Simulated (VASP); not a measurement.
# NaH (I-4m2) in VASP: further runs, part 2 of 2

VASP 6.6.1. Earlier steps stand in the parts before.

## 3. Single point, PBE (shear_xy strain +1.5%)

INCAR reads:

```
SYSTEM = NaH
ALGO     = Normal         ! electronic algorithm
EDIFF    = 1E-7           ! SCF threshold, eV
ENCUT    = 520            ! plane-wave cutoff, eV
GGA      = PE             ! functional
ISIF     = 2              ! what is computed and relaxed
ISMEAR   = -1             ! smearing method
LASPH    = .TRUE.         ! aspherical terms in the spheres
LCHARG   = .FALSE.        ! write CHGCAR
LREAL    = .FALSE.        ! projectors in reciprocal space
LWAVE    = .FALSE.        ! write WAVECAR
NBANDS   = 11             ! bands
NELM     = 100            ! most SCF steps
PREC     = Accurate       ! precision mode
SIGMA    = 0.02           ! smearing width, eV
```

KPOINTS reads:

```
k-points
0
G
  8 8 8
  0 0 0
```

POSCAR reads:

```
NaH
1.0
    0.0199962922      2.5969210614      2.5969210614
    2.5969210614      0.0199962922      2.5969210614
    2.6169173536      2.6169173536      0.0000000000
Na H
1 1
Direct
    0.0014929924      0.0014929924     -0.0014929924
    0.2485070076      0.2485070076      0.2514929924
```

Potentials or basis: VASP PAW PBE potentials, release 64 (Na_pv, H).

Run with:

```sh
> cat potpaw_PBE.64/Na_pv/POTCAR potpaw_PBE.64/H/POTCAR > POTCAR
> mpirun -np 1 vasp_std > vasp.out
```

It took 13 s on 1 thread of Intel Xeon 6975P-C (Granite Rapids), shared host; peak memory 0.17 GiB.

It converged, with:

- Free energy: -4.9896 eV
- Pressure: 0.2 GPa
- Band gap on the k mesh: 3.57 eV, indirect (least direct gap 4.31 eV)

Stress tensor (GPa, compression positive):
```
 0.23 -0.21  0.00
-0.21  0.23  0.00
 0.00  0.00  0.22
```

Levels at points of the mesh, in eV from the valence-band top:
```csv
k point,band 2,band 3,band 4,band 5,band 6,band 7
"(0.00, 0.00, 0.00)",-21.99,-21.99,-2.84,8.22,13.19,13.33
"(0.50, 0.00, 0.00)",-22.00,-22.00,-0.68,3.65,10.64,12.48
"(0.50, 0.50, 0.00)",-22.01,-22.01,-0.08,5.03,7.45,9.58
"(0.00, 0.00, 0.50)",-22.00,-22.00,-0.73,3.57,10.70,12.60
"(0.50, 0.00, 0.50)",-22.01,-22.01,-0.08,5.04,7.45,9.75
```

## 4. Single point, r2SCAN (shear_xy strain +1.5%)

POSCAR is that of step 3.

INCAR.step1 reads:

```
ALGO = Normal
EDIFF = 1E-4
ENCUT = 520
GGA = PE
ISMEAR = 0
LASPH = True
LCHARG = False
LREAL = False
LWAVE = True
NBANDS = 11
NELM = 100
PREC = Accurate
SIGMA = 0.01
```

INCAR.step2 reads:

```
ALGO = Normal
EDIFF = 1E-6
ENCUT = 520
ISIF = 2
ISMEAR = 0
ISTART = 1
LASPH = True
LCHARG = False
LMIXTAU = True
LREAL = False
LWAVE = False
METAGGA = R2SCAN
NBANDS = 11
NELM = 100
PREC = Accurate
SIGMA = 0.01
```

KPOINTS reads:

```
k-points
0
Gamma
  8 8 8
```

Potentials or basis: VASP PAW PBE potentials, release 64 (Na_pv, H).

Run with:

```sh
> cat potpaw_PBE.64/Na_pv/POTCAR potpaw_PBE.64/H/POTCAR > POTCAR
> cp INCAR.step1 INCAR
> mpirun -np 1 vasp_std > vasp.out
> cp INCAR.step2 INCAR
> mpirun -np 1 vasp_std > vasp.out
```

OUTCAR:

```text
EDIFF = 1E-6
   ENCUT = 520
   ISIF = 2
   ISMEAR = 0
   ISTART = 1
   LASPH = True
   LREAL = False
   METAGGA = R2SCAN
   NELM = 100
   PREC = Accurate

 ion  position               nearest neighbor table
   1  0.001  0.001  0.999-
   2  0.249  0.249  0.251-

  LATTYP: Found a body centered orthorhombic cell.
 ALAT       =     3.6443219578
 B/A-ratio  =     1.0155195002
 C/A-ratio  =     1.4251875062

  Lattice vectors:

 A1 = (   2.5969210614,   0.0199962922,  -2.5969210614)
 A2 = (  -2.5969210614,  -0.0199962922,  -2.5969210614)
 A3 = (   0.0199962922,   2.5969210614,   2.5969210614)

Analysis of symmetry for initial positions (statically):
=====================================================================
 Subroutine PRICEL returns:
 Original cell was already a primitive cell.

 Routine SETGRP: Setting up the symmetry group for a
 body centered orthorhombic supercell.

 Subroutine GETGRP returns: Found  4 space group operations
 (whereof  4 operations were pure point group operations)
[... 171 lines left out ...]

 k-point     1 :       0.0000    0.0000    0.0000
  band No.  band energies     occupation
      1     -24.9900      2.00000
      2     -24.9892      2.00000
      3     -24.9884      2.00000
      4      -5.0054      2.00000
      5       6.6348      0.00000
      6      11.4533      0.00000
      7      11.6005      0.00000
      8      11.7555      0.00000
      9      14.7303      0.00000
     10      14.9114      0.00000
     11      15.0884      0.00000
[... 309 lines left out ...]
 k-point    24 :       0.2500   -0.0000    0.1250
  band No.  band energies     occupation
      1     -25.0093      2.00000
      2     -24.9944      2.00000
      3     -24.9926      2.00000
      4      -4.2267      2.00000
      5       4.7250      0.00000
      6       9.5021      0.00000
      7      10.0120      0.00000
      8      11.9089      0.00000
      9      13.4516      0.00000
     10      14.5295      0.00000
     11      16.5459      0.00000

 [... further k-points ...]

------------------------ aborting loop because EDIFF is reached ----------------------------------------

  FORCE on cell =-STRESS in cart. coord.  units (eV):
  Direction    XX          YY          ZZ          XY          YZ          ZX
  --------------------------------------------------------------------------------------
  -------------------------------------------------------------------------------------
  Total       -0.0381290     -0.0381290     -0.0369764     -0.0408577      0.0000000      0.0000000
  in kB       -1.7441584     -1.7441584     -1.6914325     -1.8689767      0.0000000      0.0000000
  external PRESSURE =      -1.7265831 kB  Pullay stress =       0.0000000 kB

 VOLUME and BASIS-vectors are now :
 -----------------------------------------------------------------------------
  energy-cutoff  :      520.00
  volume of cell :       35.03
      direct lattice vectors                 reciprocal lattice vectors
     0.019996292  2.596921061  2.596921061    -0.194029723  0.194029723  0.192535694
     2.596921061  0.019996292  2.596921061     0.194029723 -0.194029723  0.192535694
     2.616917354  2.616917354  0.000000000     0.191064498  0.191064498 -0.192535694

 POSITION                                       TOTAL-FORCE (eV/Angst)
 -----------------------------------------------------------------------------------
      2.61692      2.61692      0.00775         0.000000      0.000000      0.005704
      1.30846      1.30846      1.29071        -0.000000     -0.000000     -0.005704
 -----------------------------------------------------------------------------------
    total drift:                               -0.000012     -0.000012      0.011624

  FREE ENERGIE OF THE ION-ELECTRON SYSTEM (eV)
  ---------------------------------------------------
  free  energy   TOTEN  =        -7.4594471040 eV

  energy  without entropy=       -7.4594471040  energy(sigma->0) =       -7.45944710
```

OSZICAR.step1:

```text
N       E                     dE             d eps       ncg     rms          rms(c)
DAV:   1     0.366239530567E+02    0.36624E+02   -0.44712E+03  2096   0.698E+02
DAV:   2    -0.415531656025E+01   -0.40779E+02   -0.40106E+02  2143   0.182E+02
DAV:   3    -0.552522138260E+01   -0.13699E+01   -0.13680E+01  2550   0.331E+01
DAV:   4    -0.553592293907E+01   -0.10702E-01   -0.10700E-01  2378   0.302E+00
DAV:   5    -0.553604612734E+01   -0.12319E-03   -0.12319E-03  2439   0.334E-01    0.354E+00
DAV:   6    -0.508467709683E+01    0.45137E+00   -0.48518E-01  2716   0.260E+00    0.159E+00
DAV:   7    -0.497761708975E+01    0.10706E+00   -0.44846E-01  2437   0.210E+00    0.415E-01
DAV:   8    -0.498944211054E+01   -0.11825E-01   -0.22790E-02  2156   0.101E+00    0.103E-01
DAV:   9    -0.498955573341E+01   -0.11362E-03   -0.24930E-03  2382   0.384E-01    0.237E-02
DAV:  10    -0.498955184611E+01    0.38873E-05   -0.11215E-04  2321   0.839E-02
   1 F= -.49895518E+01 E0= -.49895518E+01  d E =-.103013E-13
```

Wall time 47 s (1 thread of Intel Xeon 6975P-C (Granite Rapids), shared host); peak memory 0.17 GiB.

Results:

```
Free energy            : -7.4594 eV
Pressure               : -0.2 GPa
Largest force          : 0.006 eV/Å
Band gap on the k mesh : 4.01 eV, indirect (least direct gap 4.73 eV)
```

Forces in eV/Å, atoms in the order of the input:
```
Na   0.000  0.000  0.006
H    0.000  0.000 -0.006
```

Levels at points of the mesh, in eV from the valence-band top:
```
           k point  band 1  band 2  band 3  band 4  band 5  band 6  band 7  band 8  band 9
(0.00, 0.00, 0.00)  -22.78  -22.78  -22.78   -2.80    8.84   13.66   13.81   13.96   16.94
(0.50, 0.00, 0.00)  -22.83  -22.79  -22.79   -0.67    4.09   11.51   13.02   13.13   14.97
(0.50, 0.50, 0.00)  -22.82  -22.80  -22.80   -0.08    5.55    7.90   10.20   10.54   13.46
(0.00, 0.00, 0.50)  -22.83  -22.79  -22.79   -0.72    4.01   11.57   13.15   13.26   15.11
(0.50, 0.00, 0.50)  -22.83  -22.80  -22.80   -0.08    5.55    7.90   10.36   10.37   13.46
```

Caveat: the PAW data sets were made with another functional, which shifts forces and pressure a little.

## 5. Single point, r2SCAN (uniaxial_z strain -1.6%)

POSCAR reads:

```
NaH
1.0
    0.0000000000      2.5969210614      2.5551106323
    2.5969210614      0.0000000000      2.5551106323
    2.5969210614      2.5969210614      0.0000000000
Na H
1 1
Direct
    0.0000000000      0.0000000000      0.0000000000
    0.2500000000      0.2500000000      0.2500000000
```

INCAR.step1 reads:

```
ALGO = Normal ; EDIFF = 1E-4
ENCUT = 520 ; GGA = PE
ISMEAR = 0 ; LASPH = True
LCHARG = False ; LREAL = False
LWAVE = True ; NBANDS = 11
NELM = 100 ; PREC = Accurate
SIGMA = 0.01
```

INCAR.step2 reads:

```
ALGO = Normal ; EDIFF = 1E-6
ENCUT = 520 ; ISIF = 2
ISMEAR = 0 ; ISTART = 1
LASPH = True ; LCHARG = False
LMIXTAU = True ; LREAL = False
LWAVE = False ; METAGGA = R2SCAN
NBANDS = 11 ; NELM = 100
PREC = Accurate ; SIGMA = 0.01
```

KPOINTS is that of step 4.

Run with:

```sh
> cat potpaw_PBE.64/Na_pv/POTCAR potpaw_PBE.64/H/POTCAR > POTCAR
> cp INCAR.step1 INCAR
> mpirun -np 1 vasp_std > vasp.out
> cp INCAR.step2 INCAR
> mpirun -np 1 vasp_std > vasp.out
```

Run time: 31 s. Hardware: 1 thread of Intel Xeon 6975P-C (Granite Rapids), shared host; peak memory 0.16 GiB.

The run converged. Its results:

| Item | Value |
| --- | --- |
| Free energy | -7.4597 eV |
| Pressure | 0.2 GPa |
| Band gap on the k mesh | 4.06 eV, indirect (least direct gap 4.77 eV) |

Levels at points of the mesh, in eV from the valence-band top:
```tsv
k point	band 1	band 2	band 3	band 4	band 5	band 6	band 7	band 8	band 9
(0.00, 0.00, 0.00)	-22.76	-22.76	-22.76	-2.85	8.93	13.89	13.89	13.93	17.27
(0.50, 0.00, 0.00)	-22.81	-22.76	-22.76	-0.71	4.06	11.64	13.12	13.33	15.12
(0.50, 0.50, 0.00)	-22.81	-22.78	-22.77	-0.04	5.67	7.91	10.33	10.33	13.50
(0.50, 0.00, 0.50)	-22.80	-22.78	-22.77	-0.11	5.52	7.96	10.50	10.51	13.64
```

Caveat: the PAW data sets were made with another functional, which shifts forces and pressure a little. A k mesh can miss the band edges.

## 6. Overview

```csv
level,cell,k mesh,smearing,exchange at q = 0,grid for exact exchange (PRECFOCK),screening parameter,gap on the mesh (eV),pressure (GPa)
HSE06,epitaxial_xy strain -2.2%,6 × 6 × 6,gaussian 0.01 eV,truncated,Normal,0.2079 1/A,4.58,0.3
PBE,shear_xy strain +1.5%,8 × 8 × 8,fermi-dirac 0.02 eV,-,-,-,3.57,0.2
r2SCAN,shear_xy strain +1.5%,8 × 8 × 8,gaussian 0.01 eV,-,-,-,4.01,-0.2
r2SCAN,uniaxial_z strain -1.6%,8 × 8 × 8,gaussian 0.01 eV,-,-,-,4.06,0.2
```

Alike in all rows: task single point; potentials or basis VASP PAW PBE potentials, release 64 (Na_pv, H); no spin polarisation; cutoff (eV) 520.

Caveats: the PAW data sets were made with another functional, which shifts forces and pressure a little (some runs).

Total energies depend on the potentials used, so only differences within one code and one set of settings carry meaning.
